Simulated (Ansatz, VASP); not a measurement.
One calculation of MnSi, two programs

INCAR

```
SYSTEM = MnSi
  PREC = Accurate
  ENCUT = 520
  EDIFF = 1E-8
  ISMEAR = -1
  SIGMA = 0.05
  LREAL = .FALSE.
  LASPH = .TRUE.
  NELM = 150
  ALGO = Normal
  ISIF = 2
  LWAVE = .FALSE.
  LCHARG = .FALSE.
  ISPIN = 2
  MAGMOM = 4 0
  LORBIT = 11
  LMAXMIX = 4
  GGA = PE
  LEFG = .TRUE.
  NBANDS = 20
```

KPOINTS

```
regular mesh
0
G
  15 15 15
  0 0 0
```

File POSCAR:

```
MnSi
1.0
    0.0000000000      2.4224953598      2.4224953598
    2.4224953598      0.0000000000      2.4224953598
    2.4224953598      2.4224953598      0.0000000000
Mn Si
1 1
Direct
    0.0000000000      0.0000000000      0.0000000000
    0.5000000000      0.5000000000      0.5000000000
```

Input for Ansatz:

```yaml
crystal:
  lattice:
    - [0.0, 2.4224953598, 2.4224953598]
    - [2.4224953598, 0.0, 2.4224953598]
    - [2.4224953598, 2.4224953598, 0.0]
  atoms:
    - { symbol: Mn, position: [0.0, 0.0, 0.0], spin: 4.0 }
    - { symbol: Si, position: [0.5, 0.5, 0.5] }
magnetization:
  spin_polarized: true
kpoints:
  mp_grid: { grid: [15, 15, 15] }
  band_path:
    path:
      - [0.0, 0.0, 0.0]
      - [0.5, 0.0, 0.5]
      - [0.625, 0.25, 0.625]
      - [0.375, 0.375, 0.75]
      - [0.0, 0.0, 0.0]
      - [0.5, 0.5, 0.5]
      - [0.5, 0.25, 0.75]
      - [0.5, 0.0, 0.5]
    npoints: 8
scf:
  occupations: { method: fermi_dirac, width: 0.05 }
hamiltonian:
  xc: pbe
  pseudopotentials: { kind: paw }
output:
  forces: true
  stress: true
  eigenvalues: true
  efg: { contact_densities: true }
  populations: true
  bader: true
  dos: { projected: true, de: 0.2, e_range: [-14, 8] }
```

Alike in both runs: task electric field gradients; functional PBE; k mesh 15 × 15 × 15; occupations fermi-dirac, width 0.05 eV; collinear spin.

|  | VASP | Ansatz |
| --- | --- | --- |
| version | VASP 6.6.1 | Ansatz 0.2.0 |
| potentials or method | VASP PAW PBE potentials, release 64 (Mn_pv, Si) | PAW with Ansatz's default frozen-core files, scalar-relativistic |
| plane-wave cutoff (eV) | 520 | 420 |
| valence electrons in the cell | 17 | 19 |

Ansatz gave:

* pressure (GPa): 0.0
* net moment per atom (μB): 1.24
* size of the moment on the site where the two differ most (μB): 2.48
* Vzz of the field gradient on the site that differs most (V/Å²): 0.0

Task: Estimate VASP's values.

Result: Pressure (GPa): 0.0; net moment per atom (μB): 1.24; size of the moment on the site where the two differ most (μB): 2.57; Vzz of the field gradient on the site that differs most (V/Å²): 0.0.

Site moments also hang on the region over which each program counts them. The two sets of potentials don't hold the same shells in valence.
